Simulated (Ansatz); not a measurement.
Bi2TeSe2: equilibrium volume by level of theory

```
Bi Te Se
1.0
     2.09150    1.20753    9.71233
    -2.09150    1.20753    9.71233
     0.00000   -2.41506    9.71233
Bi Te Se
2 1 2
Direct
  0.60194 0.60194 0.60194
  0.39806 0.39806 0.39806
  0.00000 0.00000 0.00000
  0.78840 0.78840 0.78840
  0.21160 0.21160 0.21160
```

```csv
rung,level,program and potentials,cutoff (eV),k mesh,smearing,core time,chip,equilibrium volume (Å³/atom),notes
GGA,PBEsol,"Ansatz, Ansatz PAW",420,7 × 7 × 7,fermi-dirac 0.05,68 s,Intel Xeon,29.83,"potentials made for PBE, which Ansatz adapts in part"
GGA + dispersion,BLYP+D4,"Ansatz, Ansatz PAW",420,7 × 7 × 7,fermi-dirac 0.05,73 s,Intel Xeon,30.55,"potentials made for PBE, which Ansatz adapts in part"
LDA,LDA,"Ansatz, Ansatz PAW",420,7 × 7 × 7,fermi-dirac 0.05,76 s,Intel Xeon,28.86,"potentials made for PBE, which Ansatz adapts in part"
GGA + dispersion,PBEsol+D4,"Ansatz, Ansatz PAW",420,7 × 7 × 7,fermi-dirac 0.05,82 s,Intel Xeon,28.79,"potentials made for PBE, which Ansatz adapts in part"
GGA + dispersion,PBEsol+D3(BJ),"Ansatz, Ansatz PAW",420,7 × 7 × 7,fermi-dirac 0.05,84 s,Intel Xeon,(a),"potentials made for PBE, which Ansatz adapts in part"
GGA + dispersion,BLYP+D3(BJ),"Ansatz, Ansatz PAW",420,7 × 7 × 7,fermi-dirac 0.05,89 s,Intel Xeon,(b),"potentials made for PBE, which Ansatz adapts in part"
```

Times are single runs on shared hosts, so they are rough; meshes, cutoffs and the tasks' sizes weigh on the time. Task: relaxation of cell and atoms. All rows: no spin polarisation. Smearing widths are in eV. Meshes are those of the run's cell of 5 atoms unless a note names another. Relaxations start from the cell shown or near it and stop with a little pressure left. Runs on faulty files, with rough fits or with known faults for this quantity aren't shown. PBE isn't shown for this crystal. No row holds spin-orbit coupling.

Question: Estimate the values left out from the other rows.

Answer: (a) 28.24 Å³/atom; (b) 29.99 Å³/atom.
